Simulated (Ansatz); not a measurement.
The system is BaTiO3.

```
Ba Ti O
1.0
     3.99980    0.00000    0.00000
     0.00000    3.99980    0.00000
     0.00000    0.00000    8.03600
Ba Ti O
2 2 6
Direct
  0.99933 0.00149 0.00206
  0.00067 0.99851 0.49794
  0.48935 0.49786 0.23992
  0.51065 0.50214 0.74208
  0.50279 0.50210 0.01077
  0.49721 0.49790 0.50523
  0.50567 0.00168 0.25810
  0.49433 0.99832 0.75690
  0.00777 0.49971 0.26264
  0.99223 0.50029 0.75236
```

```yaml
Program: Ansatz 0.2.0
Task: relaxation of cell and atoms
Functional: PBE
Potentials_or_basis: Ansatz PAW
Cutoff: "420 eV (not typed: the program's choice for these potentials)"
k_mesh: 7 × 7 × 4
Occupations: fermi-dirac, width 0.05 eV
Spin: no spin polarisation
Hubbard_terms: Ti d U = 5 eV
```

At the start: volume 12.86 Å³/atom.

Task: How do energy, volume and symmetry change on relaxing?

Result: It ends after 14 steps and the volume is 13.27 Å³/atom (+3.2 %); space group R3m (No. 160, to 0.05 Å).

Step by step:
| step | energy change (eV) | largest force (eV/Å) | volume (Å³) |
| --- | --- | --- | --- |
| 1 | 0.0000 | 1.3638 | 128.56 |
| 2 | 0.0149 | 1.1925 | 133.22 |
| 3 | -0.0922 | 0.2407 | 132.08 |
| 4 | -0.1038 | 0.0270 | 132.14 |
| 5 | -0.1036 | 0.0392 | 132.26 |
| 6 | -0.1043 | 0.0096 | 132.38 |
| 7 | -0.1043 | 0.0099 | 132.40 |
| 8 | -0.1043 | 0.0093 | 132.39 |
| 9 | -0.1043 | 0.0096 | 132.40 |
| 10 | -0.1043 | 0.0151 | 132.40 |
| 11 | -0.1047 | 0.0021 | 132.40 |
| 12 | -0.1200 | 0.0021 | 132.40 |
| 13 | -0.1193 | 0.0024 | 132.67 |
| 14 | -0.1202 | 0.0024 | 132.67 |

Final structure:
```cif
data_structure
_symmetry_space_group_name_H-M 'P 1'
_symmetry_Int_Tables_number 1
_cell_length_a 4.0497
_cell_length_b 4.0421
_cell_length_c 8.1047
_cell_angle_alpha 90.120
_cell_angle_beta 90.139
_cell_angle_gamma 89.885
_cell_volume 132.67
loop_
_atom_site_label
_atom_site_type_symbol
_atom_site_fract_x
_atom_site_fract_y
_atom_site_fract_z
_atom_site_occupancy
Ba1 Ba 0.00607 0.00525 0.99964 1
Ba2 Ba 0.00606 0.00525 0.49964 1
Ti1 Ti 0.51480 0.51304 0.24515 1
Ti2 Ti 0.51475 0.51303 0.74515 1
O1 O 0.49546 0.49591 0.00876 1
O2 O 0.49546 0.49592 0.50876 1
O3 O 0.49517 0.98995 0.25527 1
O4 O 0.49520 0.98995 0.75527 1
O5 O 0.98849 0.49585 0.25517 1
O6 O 0.98853 0.49585 0.75517 1
```

Caveat: the plane-wave basis is chosen anew once the cell has moved, so the energies of steps on either side of that aren't comparable; the pressure holds a Pulay correction of +0.5 GPa for the finite cutoff.
